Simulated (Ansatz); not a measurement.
The system is ZnS (Wurtzite-4H).

```xyz
8
Lattice="3.8227 0.0000 0.0000 -1.9114 3.3106 0.0000 0.0000 0.0000 12.5200" Properties=species:S:1:pos:R:3 pbc="T T T"
Zn    1.9114    1.1035    9.3900
Zn    0.0000    2.2070    3.1300
Zn    0.0000    0.0000    6.2600
Zn    0.0000    0.0000    0.0000
S     1.9114    1.1035   11.7375
S     0.0000    2.2070    5.4775
S     0.0000    0.0000    8.6075
S     0.0000    0.0000    2.3475
```

| Quantity | Value |
| --- | --- |
| Program | Ansatz 0.2.0 |
| Task | relaxation of cell and atoms |
| Functional | RPBE |
| Dispersion | D4 |
| Potentials or basis | Ansatz PAW |
| Cutoff | 420 eV (not typed: the program's choice for these potentials) |
| k mesh | 8 × 8 × 3 |
| Occupations | fermi-dirac, width 0.05 eV |
| Spin | no spin polarisation |

At the start: volume 19.81 Å³/atom.

**Question.** How do energy, volume and symmetry change on relaxing?

**Answer.** It ends after 4 steps and the volume is 19.27 Å³/atom (-2.7 %); space group P6_3mc (No. 186, to 0.05 Å).

The path:
| step | energy change (eV) | largest force (eV/Å) | volume (Å³) |
| --- | --- | --- | --- |
| 1 | 0.0000 | 0.0424 | 158.44 |
| 2 | -0.0224 | 0.0213 | 155.99 |
| 3 | -0.0281 | 0.0050 | 154.14 |
| 4 | -0.0258 | 0.0051 | 154.14 |

Final structure:
```
Zn S
1.0
     3.78859    0.00000    0.00000
    -1.89430    3.28102    0.00000
     0.00000    0.00000   12.40047
Zn S
4 4
Direct
  0.66667 0.33333 0.75006
  0.33333 0.66667 0.25006
  0.00000 0.00000 0.50008
  0.00000 0.00000 0.00008
  0.66667 0.33333 0.93761
  0.33333 0.66667 0.43761
  0.00000 0.00000 0.68725
  0.00000 0.00000 0.18725
```

Caveat: the plane-wave basis is chosen anew once the cell has moved, so the energies of steps on either side of that aren't comparable; the PAW data sets come from PBE, with cores solved anew for the run's functional, which leaves a small shift of forces and pressure.
